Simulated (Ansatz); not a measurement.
# EuS: the cost of one run

Program: Ansatz 0.2.0. Level of theory: DFT LDA+U (U = 8 eV, J = 0.9 eV on Eu f), plane waves, PAW, no spin–orbit coupling unless a run says so. These are calculated values, not measurements.

**1. Starting point**

Symmetry: Fm-3m, No. 225, cubic system. The conventional cell has a = 5.957 Å, b = 5.957 Å, c = 5.957 Å, α = 90.00°, β = 90.00°, γ = 90.00°. Eu (site symmetry m-3m) is surrounded by 6 S at 2.98 Å. S (site symmetry m-3m) is surrounded by 6 Eu at 2.98 Å.

Structure file:

```
CELL_PARAMETERS angstrom
0.00000 2.97850 2.97850
2.97850 0.00000 2.97850
2.97850 2.97850 0.00000
ATOMIC_POSITIONS crystal
Eu 0.50000 0.50000 0.50000
S 0.00000 0.00000 0.00000
```

Magnetic order typed: ferromagnetic.

**2. From atoms, symmetry kept, no search**

Contents of input.yaml:

```yaml
crystal:
  lattice:
    - [0.0, 2.97850187, 2.97850187]
    - [2.97850187, 0.0, 2.97850187]
    - [2.97850187, 2.97850187, 0.0]
  atoms:
    - { symbol: Eu, position: [0.5, 0.5, 0.5], spin: 7.0 }
    - { symbol: S, position: [0.0, 0.0, 0.0] }
basis:
  ecutwfc: 420
  ecutrho_ratio: 4
kpoints:
  mp_grid: { grid: [6, 6, 6] }
hamiltonian:
  xc: lda
  hubbard: { sites: [{ site: 0, l: f, u: 8.0, j: 0.9 }] }
scf:
  occupations: { method: gaussian, width: 0.05 }
  lower_state_search: "off"
  max_iter: 150
output:
  forces: true
  stress: true
  eigenvalues: true
  populations: true
  hubbard: { sites: [{ site: 0, l: f }] }
magnetization:
  spin_polarized: true
```

Command:

```
$ ansatz run input.yaml --threads 2 --pin off --max-ram 3072MiB --backend cpu --events-out ev --progress --plain --runs-dir out
```

What time and memory should one allow on 2 threads of Arm Neoverse N1, shared host?

About 4.2 s, with a peak of 0.34 GiB.
